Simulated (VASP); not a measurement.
Mg3Sb2:

```
Mg Sb
1.0
     4.58200    0.00000    0.00000
    -2.29100    3.96813    0.00000
     0.00000    0.00000    7.24400
Mg Sb
3 2
Direct
  0.33333 0.66667 0.63000
  0.66667 0.33333 0.37000
  0.00000 0.00000 0.00000
  0.33333 0.66667 0.23500
  0.66667 0.33333 0.76500
```

| Item | Value |
| --- | --- |
| Program | VASP 6.6.1 |
| Task | relaxation of cell and atoms |
| Functional | PBEsol |
| Potentials or basis | VASP PAW PBE potentials, release 64 (Mg, Sb) |
| Cutoff | 600 eV |
| k mesh | 9 × 9 × 5 |
| Occupations | gaussian, width 0.03 eV |
| Spin | no spin polarisation |

At the start: pressure -0.4 GPa; volume 26.34 Å³/atom.

Problem. Where does the relaxation end?

Solution. Over 6 steps the energy falls by 8.7 meV/atom and the volume is 25.78 Å³/atom (-2.1 %); space group P-3m1 (No. 164, to 0.05 Å).

Step by step:
```
step  energy change (eV)  largest force (eV/Å)  pressure (GPa)  volume (Å³)
   1              0.0000                0.4752           -0.37       131.71
   2             -0.0233                0.3305           -0.14       130.54
   3             -0.0358                0.1138            0.31       128.71
   4             -0.0423                0.0317           -0.09       129.45
   5             -0.0427                0.0279           -0.21       129.68
   6             -0.0437                0.0078            0.06       128.91
```

Final structure:
```
CELL_PARAMETERS angstrom
4.55240 0.00000 0.00000
-2.27620 3.94250 0.00000
0.00000 0.00000 7.18246
ATOMIC_POSITIONS crystal
Mg 0.33333 0.66667 0.63261
Mg 0.66667 0.33333 0.36739
Mg 0.00000 0.00000 0.00000
Sb 0.33333 0.66667 0.22362
Sb 0.66667 0.33333 0.77638
```

Caveat: the PAW data sets were made with another functional, which shifts forces and pressure a little.
